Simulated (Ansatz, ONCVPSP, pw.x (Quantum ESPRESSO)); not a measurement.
## nitrogen (N): does the ONCV potential hold in the solid?

| Property | Result |
| --- | --- |
| Element | nitrogen (N) |
| Generator | ONCVPSP 4.0.1 |
| Type | optimised norm-conserving Vanderbilt (ONCV) |
| Functional | PBE |
| Relativity | scalar-relativistic |
| Frozen core | [He] |
| Valence charge | 5 |
| Reference configuration | 2s2 2p3 |
| Partial waves | 2s: rc 1.05 bohr, ncon 4, nbas 8, qcut 7.7 1/bohr, 2 projectors, debl 3.9 Ha; 2p: rc 1.85 bohr, ncon 4, nbas 7, qcut 8.1 1/bohr, 2 projectors, debl 3.9 Ha; d scattering state at 0.45 Ha: rc 1.60 bohr, ncon 4, nbas 9, qcut 5.1 1/bohr, 2 projectors, debl 1.2 Ha |
| Local potential | polynomial inside 0.85 bohr (lpopt 5, dvloc0 6 Ha) |
| Core correction | Teter function fitted to the true core (icmod 2), fcfact 0.7 |

Atomic tests: cutoffs needed: 25 Ha and 55 Ha (the cutoffs (Ha) at which the residual kinetic energy of the hardest occupied pseudo-wave falls to 1 and 0.1 mHa per electron); ghost test: no bound ghost flagged; no localised positive-energy state flagged; configuration tests: 1 of 4 tests not solved or not reliable.

Crystal test: bcc N in pw.x 7.5, no spin, 18³ k-points, Fermi–Dirac smearing 0.01 Ry, cutoffs 130/520 Ry. The reference is all-electron LAPW (Ansatz 0.2.0) with the same functional, mesh and smearing; V0 and B0 come from Birch–Murnaghan fits to the pressures at five volumes. Errors are pseudo minus all-electron; Δ is the rms difference of the E(V) curves that follow from these fits, minima aligned, over ±6 % about the mean V0. Mesh and smearing are coarse, so the numbers serve the comparison and aren't converged zero-temperature values; the lattice is a test structure that the element need not adopt. Spin polarisation is left out.

All-electron: a0 = 2.438 Å (V0 = 7.24 Å³/atom), B0 = 184.8 GPa.

Task: How far does the potential miss the all-electron equation of state?

Result: mean pressure error (GPa): +0.20; a0 (Å): 2.439; a0 error (%): +0.04; B0 error (%): -0.9; Δ (meV/atom): 0.3. Atomic configuration tests: 1 of 4 tests not solved or not reliable.

| V (Å³/atom) | P all-electron (GPa) | P pseudo (GPa) |
| --- | --- | --- |
| 6.885 | 10.40 | 10.56 |
| 7.066 | 4.82 | 5.01 |
| 7.247 | -0.09 | 0.11 |
| 7.428 | -4.43 | -4.20 |
| 7.609 | -8.24 | -8.00 |

Task: At the middle volume, how do free energy and pressure move when the wave cutoff is lowered (ecutrho kept at four times it)?

Result:

```
cutoff (Ry)  shift of F (meV/atom)  shift of P (GPa)
         58                   +6.8             -0.31
         78                   +4.7             +0.11
        104                   +1.4             -0.17
```

The run at the middle volume (195 k-points, 6 iterations) took about 40 s on one core of a shared host (Intel(R) Xeon(R) Processor @ 2.60GHz, 24 threads, 31 GiB, load 12).
